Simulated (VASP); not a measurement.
# GaSb (F-43m) in VASP: single point with PBE

Aim: the single point of GaSb with PBE.

All numbers are computed with VASP 6.6.1; they aren't measurements. Logs are shortened: lines on timing, memory, paths and dates and some standing lists are left out, and cuts for length are marked.

**Measured values to compare with.**

A printed reference work, data compilation reports, for a bulk crystal of GaSb at 4.2 K: band gap 0.811 eV (direct).

The runs below are set against these values where they give the same quantity.

**1. The cell of the first run**

The structure is cubic, space group F-43m (No. 216). The conventional cell has a = 6.118 Å, b = 6.118 Å, c = 6.118 Å, α = 90.00°, β = 90.00°, γ = 90.00°. Within 3.5 Å of Ga (site symmetry -43m) lie 4 Sb at 2.65 Å. Sb (site symmetry -43m) has 4 Ga at 2.65 Å within 3.5 Å.

**2. Single point, PBE**

Contents of INCAR:

```
SYSTEM = GaSb
PREC     = Accurate       ! precision mode
ENCUT    = 520            ! plane-wave cutoff, eV
EDIFF    = 1E-6           ! SCF threshold, eV
ISMEAR   = 0              ! smearing method
SIGMA    = 0.05           ! smearing width, eV
LREAL    = .False.        ! projectors in reciprocal space
LASPH    = .True.         ! aspherical terms in the spheres
NELM     = 60             ! most SCF steps
ALGO     = Normal         ! electronic algorithm
ISIF     = 2              ! what is computed and relaxed
LWAVE    = .False.        ! write WAVECAR
LCHARG   = .False.        ! write CHGCAR
GGA      = PE             ! functional
NBANDS   = 16             ! bands
```

Contents of KPOINTS:

```
Automatic mesh
0
Gamma
  12 12 12
  0 0 0
```

Contents of POSCAR:

```
GaSb
1.0
    0.0000000000      3.0590000000      3.0590000000
    3.0590000000      0.0000000000      3.0590000000
    3.0590000000      3.0590000000      0.0000000000
Ga Sb
1 1
Direct
    0.0000000000      0.0000000000      0.0000000000
    0.7500000000      0.7500000000      0.7500000000
```

Potentials or basis: VASP PAW PBE potentials, release 64 (Ga_d, Sb).

Command:

```bash
> cat potpaw_PBE.64/Ga_d/POTCAR potpaw_PBE.64/Sb/POTCAR > POTCAR
> mpirun -np 1 vasp_std > vasp.out
```

OUTCAR:

```text
SYSTEM = GaSb
   PREC = Accurate
   ENCUT = 520
   EDIFF = 1E-6
   ISMEAR = 0
   LREAL = .False.
   LASPH = .True.
   NELM = 60
   ISIF = 2
   GGA = PE

 ion  position               nearest neighbor table
   1  0.000  0.000  0.000-   2 2.65   2 2.65   2 2.65   2 2.65
   2  0.750  0.750  0.750-   1 2.65   1 2.65   1 2.65   1 2.65

  LATTYP: Found a face centered cubic cell.
 ALAT       =     6.1180000000

  Lattice vectors:

 A1 = (   0.0000000000,   3.0590000000,   3.0590000000)
 A2 = (   3.0590000000,   0.0000000000,   3.0590000000)
 A3 = (   3.0590000000,   3.0590000000,   0.0000000000)

Analysis of symmetry for initial positions (statically):
=====================================================================
 Subroutine PRICEL returns:
 Original cell was already a primitive cell.

 Routine SETGRP: Setting up the symmetry group for a
 face centered cubic supercell.

 Subroutine GETGRP returns: Found 24 space group operations
 (whereof 24 operations were pure point group operations)
 out of a pool of 48 trial point group operations.

The static configuration has the point symmetry T_d .

Analysis of symmetry for dynamics (positions and initial velocities):
=====================================================================
 Subroutine PRICEL returns:
 Original cell was already a primitive cell.

 Routine SETGRP: Setting up the symmetry group for a
 face centered cubic supercell.

 Subroutine GETGRP returns: Found 24 space group operations
 (whereof 24 operations were pure point group operations)
 out of a pool of 48 trial point group operations.

The dynamic configuration has the point symmetry T_d .

 Subroutine INISYM returns: Found 24 space group operations
 (whereof 24 operations are pure point group operations),
 and found     1 'primitive' translations

----------------------------------------------------------------------------------------

                                     Primitive cell

  volume of cell :      57.2491

  direct lattice vectors                    reciprocal lattice vectors
     0.000000000  3.059000000  3.059000000    -0.163452109  0.163452109  0.163452109
     3.059000000  0.000000000  3.059000000     0.163452109 -0.163452109  0.163452109
     3.059000000  3.059000000  0.000000000     0.163452109  0.163452109 -0.163452109

  length of vectors
     4.326079287  4.326079287  4.326079287     0.283107357  0.283107357  0.283107357

  position of ions in fractional coordinates (direct lattice)
     0.000000000  0.000000000  0.000000000
     0.750000000  0.750000000  0.750000000

  ion indices of the primitive-cell ions
   primitive index   ion index
                 1           1
                 2           2

----------------------------------------------------------------------------------------

 KPOINTS: Automatic mesh

Automatic generation of k-mesh.
 Grid dimensions read from file:
 generate k-points for:   12   12   12

 Generating k-lattice:

  Cartesian coordinates                     Fractional coordinates (reciprocal lattice)
    -0.013621009  0.013621009  0.013621009     0.083333333  0.000000000  0.000000000
     0.013621009 -0.013621009  0.013621009     0.000000000  0.083333333  0.000000000
     0.013621009  0.013621009 -0.013621009     0.000000000  0.000000000  0.083333333

  Length of vectors
     0.023592280  0.023592280  0.023592280

  Shift w.r.t. Gamma in fractional coordinates (k-lattice)
     0.000000000  0.000000000  0.000000000

 Subroutine IBZKPT returns following result:
 ===========================================

 Found     72 irreducible k-points:

 Following reciprocal coordinates:
            Coordinates               Weight
  0.000000  0.000000  0.000000      1.000000
  0.083333  0.000000  0.000000      8.000000
  0.166667  0.000000  0.000000      8.000000
  0.250000  0.000000  0.000000      8.000000
  0.333333  0.000000  0.000000      8.000000
  0.416667  0.000000  0.000000      8.000000
[... 16 lines left out ...]
  0.500000  0.166667  0.000000     24.000000
 -0.416667  0.166667  0.000000     24.000000
 [... further k-points ...]
   k-points           NKPTS =     72   k-points in BZ     NKDIM =     72   number of bands    NBANDS=     16
   number of dos      NEDOS =    301   number of ions     NIONS =      2
   total plane-waves  NPLWV =  32768
   dimension x,y,z NGX =    32 NGY =   32 NGZ =   32
   dimension x,y,z NGXF=    64 NGYF=   64 NGZF=   64
   ions per type =               1   1
   NGX,Y,Z   is equivalent  to a cutoff of  12.30, 12.30, 12.30 a.u.
   NGXF,Y,Z  is equivalent  to a cutoff of  24.59, 24.59, 24.59 a.u.
 SYSTEM =  GaSb
   PREC   = accura    normal or accurate (medium, high low for compatibility)
   ISTART =      0    job   : 0-new  1-cont  2-samecut
   ICHARG =      2    charge: 1-file 2-atom 10-const
   ISPIN  =      1    spin polarized calculation?
   LNONCOLLINEAR =      F non collinear calculations
   LSORBIT =      F    spin-orbit coupling
   LASPH  =      T    aspherical Exc in radial PAW
   ENCUT  =  520.0 eV  38.22 Ry    6.18 a.u.   8.04  8.04  8.04*2*pi/ulx,y,z
   NELM   =     60;   NELMIN=  2; NELMDL= -5     # of ELM steps
   EDIFF  = 0.1E-05   stopping-criterion for ELM
   LREAL  =      F    real-space projection
   EDIFFG = 0.1E-04   stopping-criterion for IOM
   NSW    =      0    number of steps for IOM
   IBRION =     -1    ionic relax: 0-MD 1-quasi-New 2-CG
   NFREE  =      0    steps in history (QN), initial steepest desc. (CG)
   ISIF   =      2    stress and relaxation
   ISYM   =      2    0-nonsym 1-usesym 2-fastsym
   POTIM  = 0.5000    time-step for ionic-motion
   TEBEG  =    0.0;   TEEND  =   0.0 temperature during run
   PSTRESS=    0.0 pullay stress
   NELECT =      18.0000    total number of electrons
   NUPDOWN=      -1.0000    fix difference up-down
   EMIN   =  10.00;   EMAX   =-10.00  energy-range for DOS
   EFERMI =   0.00;   METHOD = LEGACY
   ISMEAR =     0;   SIGMA  =   0.05  broadening in eV -4-tet -1-fermi 0-gaus
   EFERMI_NEDOS =   21; number of points for ismear=-14 and -15
   IALGO  =     38    algorithm
   IMIX   =      4    mixing-type and parameters
     AMIX     =   0.40;   BMIX     =  1.00
     AMIX_MAG =   1.60;   BMIX_MAG =  1.00
  volume/ion in A,a.u.               =      28.62       193.17
  Fermi-wavevector in a.u.,A,eV,Ry     =   1.113208  2.103657 16.860766  1.239231
  Thomas-Fermi vector in A             =   2.249790
   LORBIT       =      0    0 simple, 1 ext, 2 COOP (PROOUT), +10 PAW based schemes
   GGA     = PE    functional components
   LHFCALC =     F    Hartree Fock is set to
   AEXX    =    0.0000 exact exchange contribution
   IVDW    =     0    specifies the selected vdW correction
   LEPSILON=     F    determine dielectric tensor
   LRPA    =     F    only Hartree local field effects (RPA)
 non-spin polarized calculation
 Gauss-broadening in eV      SIGMA  =   0.05
  energy-cutoff  :      520.00
  volume of cell :       57.25
 maximum number of plane-waves:      1572
   NGX = 17   NGY = 17   NGZ = 17

 number of electron      17.9999986 magnetization

 Free energy of the ion-electron system (eV)
  ---------------------------------------------------
  ext. energy  EPLUGINS =         0.00000000
  ---------------------------------------------------
  free energy    TOTEN  =        -7.35271900 eV

  energy without entropy =       -7.35267271  energy(sigma->0) =       -7.35269586

 E-fermi :   4.9040     XC(G=0):  -9.0898

 val. band max:        4.8689820017   @ k =   0.0000   0.0000   0.0000
 cond. band min:       4.9056078294   @ k =   0.0000   0.0000   0.0000
 fundamental gap:      0.0366258277
 Fermi energy:         4.9040356052

 k-point     1 :       0.0000    0.0000    0.0000
  band No.  band energies     occupation
      1     -10.1637      2.00000
      2     -10.1637      2.00000
      3     -10.1637      2.00000
      4     -10.1140      2.00000
      5     -10.1140      2.00000
      6      -6.6073      2.00000
[... 8 lines left out ...]
     15      13.4616      0.00000
     16      13.4616      0.00000

 k-point     2 :       0.0833    0.0000    0.0000
  band No.  band energies     occupation
      1     -10.1656      2.00000
      2     -10.1629      2.00000
      3     -10.1629      2.00000
      4     -10.1141      2.00000
      5     -10.1141      2.00000
      6      -6.5358      2.00000
[... 8 lines left out ...]
     15      12.9480      0.00000
     16      12.9480      0.00000

 k-point     3 :       0.1667    0.0000    0.0000
  band No.  band energies     occupation
      1     -10.1708      2.00000
      2     -10.1606      2.00000
      3     -10.1606      2.00000
      4     -10.1143      2.00000
      5     -10.1143      2.00000
      6      -6.3255      2.00000
[... 8 lines left out ...]
     15      12.4742      0.00000
     16      12.4742      0.00000

 k-point     4 :       0.2500    0.0000    0.0000
  band No.  band energies     occupation
      1     -10.1777      2.00000
      2     -10.1578      2.00000
      3     -10.1578      2.00000
      4     -10.1143      2.00000
      5     -10.1143      2.00000
      6      -5.9920      2.00000
[... 8 lines left out ...]
     15      12.4528      0.00000
     16      12.4528      0.00000

 k-point     5 :       0.3333    0.0000    0.0000
  band No.  band energies     occupation
      1     -10.1846      2.00000
      2     -10.1552      2.00000
      3     -10.1552      2.00000
      4     -10.1142      2.00000
      5     -10.1142      2.00000
      6      -5.5743      2.00000
[... 8 lines left out ...]
     15      12.9753      0.00000
     16      12.9753      0.00000

 k-point     6 :       0.4167    0.0000    0.0000
  band No.  band energies     occupation
      1     -10.1895      2.00000
      2     -10.1535      2.00000
      3     -10.1535      2.00000
      4     -10.1138      2.00000
      5     -10.1138      2.00000
      6      -5.1698      2.00000
[... 8 lines left out ...]
     15      13.9171      0.00000
     16      13.9171      0.00000

 k-point     7 :       0.5000    0.0000    0.0000
  band No.  band energies     occupation
      1     -10.1913      2.00000
      2     -10.1530      2.00000
      3     -10.1530      2.00000
      4     -10.1137      2.00000
      5     -10.1137      2.00000
      6      -4.9832      2.00000
[... 8 lines left out ...]
     15      14.7628      0.00000
     16      14.7628      0.00000

 k-point     8 :       0.0833    0.0833    0.0000
  band No.  band energies     occupation
      1     -10.1671      2.00000
      2     -10.1621      2.00000
      3     -10.1621      2.00000
      4     -10.1145      2.00000
      5     -10.1137      2.00000
      6      -6.5118      2.00000
[... 8 lines left out ...]
     15      12.2922      0.00000
     16      13.5505      0.00000

 k-point     9 :       0.1667    0.0833    0.0000
  band No.  band energies     occupation
      1     -10.1715      2.00000
      2     -10.1603      2.00000
      3     -10.1599      2.00000
      4     -10.1152      2.00000
      5     -10.1135      2.00000
      6      -6.3473      2.00000
[... 8 lines left out ...]
     15      11.9738      0.00000
     16      13.2402      0.00000
[... 172 lines left out ...]
 k-point    19 :       0.1667    0.1667    0.0000
  band No.  band energies     occupation
      1     -10.1761      2.00000
      2     -10.1577      2.00000
      3     -10.1577      2.00000
      4     -10.1164      2.00000
      5     -10.1129      2.00000
      6      -6.2292      2.00000
[... 8 lines left out ...]
     15      12.4316      0.00000
     16      13.8173      0.00000

 k-point    20 :       0.2500    0.1667    0.0000
  band No.  band energies     occupation
      1     -10.1818      2.00000
      2     -10.1551      2.00000
      3     -10.1547      2.00000
      4     -10.1175      2.00000
      5     -10.1125      2.00000
      6      -5.9787      2.00000
[... 8 lines left out ...]
     15      13.2146      0.00000
     16      13.7943      0.00000

 k-point    21 :       0.3333    0.1667    0.0000
  band No.  band energies     occupation
      1     -10.1874      2.00000
      2     -10.1530      2.00000
      3     -10.1519      2.00000
      4     -10.1180      2.00000
      5     -10.1124      2.00000
      6      -5.6171      2.00000
[... 8 lines left out ...]
     15      13.5764      0.00000
     16      14.0401      0.00000

 k-point    22 :       0.4167    0.1667    0.0000
  band No.  band energies     occupation
      1     -10.1919      2.00000
      2     -10.1515      2.00000
      3     -10.1500      2.00000
      4     -10.1177      2.00000
      5     -10.1125      2.00000
      6      -5.1973      2.00000
[... 8 lines left out ...]
     15      14.0617      0.00000
     16      14.7433      0.00000

 k-point    23 :       0.5000    0.1667    0.0000
  band No.  band energies     occupation
      1     -10.1944      2.00000
      2     -10.1507      2.00000
      3     -10.1492      2.00000
      4     -10.1167      2.00000
      5     -10.1130      2.00000
      6      -4.8485      2.00000
[... 8 lines left out ...]
     15      14.6540      0.00000
     16      14.8093      0.00000

 k-point    24 :      -0.4167    0.1667    0.0000
  band No.  band energies     occupation
      1     -10.1942      2.00000
      2     -10.1507      2.00000
      3     -10.1497      2.00000
      4     -10.1155      2.00000
      5     -10.1140      2.00000
      6      -4.7909      2.00000
[... 8 lines left out ...]
     15      13.5575      0.00000
     16      14.0167      0.00000

 [... further k-points ...]
[... 5 lines left out ...]
  --------------------------------------------------------------------------------------
  -------------------------------------------------------------------------------------
  Total        0.8555047      0.8555047      0.8555047      0.0000000      0.0000000      0.0000000
  in kB       23.9422275     23.9422275     23.9422275      0.0000000      0.0000000      0.0000000
  external PRESSURE =      23.9422275 kB  Pullay stress =       0.0000000 kB

 VOLUME and BASIS-vectors are now :
 -----------------------------------------------------------------------------
  energy-cutoff  :      520.00
  volume of cell :       57.25
      direct lattice vectors                 reciprocal lattice vectors
     0.000000000  3.059000000  3.059000000    -0.163452109  0.163452109  0.163452109
     3.059000000  0.000000000  3.059000000     0.163452109 -0.163452109  0.163452109
     3.059000000  3.059000000  0.000000000     0.163452109  0.163452109 -0.163452109

 POSITION                                       TOTAL-FORCE (eV/Angst)
 -----------------------------------------------------------------------------------
      0.00000      0.00000      0.00000        -0.000000     -0.000000      0.000000
      4.58850      4.58850      4.58850         0.000000      0.000000     -0.000000
 -----------------------------------------------------------------------------------
    total drift:                               -0.000002     -0.000002     -0.000002

  FREE ENERGIE OF THE ION-ELECTRON SYSTEM (eV)
  ---------------------------------------------------
  free  energy   TOTEN  =        -7.3527189973 eV

  energy  without entropy=       -7.3526727136  energy(sigma->0) =       -7.35269586
```

Wall time 17 s (1 thread of Intel Xeon 6975P-C (Granite Rapids), shared host); peak memory 0.22 GiB.

What came out:

```yaml
Free_energy: -7.3527 eV
Pressure: 2.4 GPa
Band_gap_on_the_k_mesh: 0.04 eV, direct
```

Levels at points of the mesh, in eV from the valence-band top:
| k point | band 6 | band 7 | band 8 | band 9 | band 10 | band 11 | band 12 | band 13 |
| --- | --- | --- | --- | --- | --- | --- | --- | --- |
| (0.00, 0.00, 0.00) | -11.48 | 0.00 | 0.00 | 0.00 | 0.04 | 2.78 | 2.78 | 2.78 |
| (0.50, 0.00, 0.00) | -9.85 | -6.36 | -1.15 | -1.15 | 0.40 | 3.75 | 3.75 | 6.47 |
| (0.50, 0.50, 0.00) | -9.02 | -6.81 | -2.57 | -2.57 | 0.91 | 1.25 | 8.68 | 8.68 |

Caveat: spin-orbit coupling is left out, which moves the levels of the heavy elements.

**3. Against experiment**

Step 2. A measured gap of GaSb is 0.811 eV (direct; 4.2 K; a printed reference work, data compilation); the calculated 0.04 eV misses it by -0.77 eV. Spin-orbit coupling on Ga, Sb is left out. The value is that of PBE on a finite k mesh, which can miss the band edges, without temperature or zero-point motion. Semilocal functionals fall short of measured gaps as a rule.
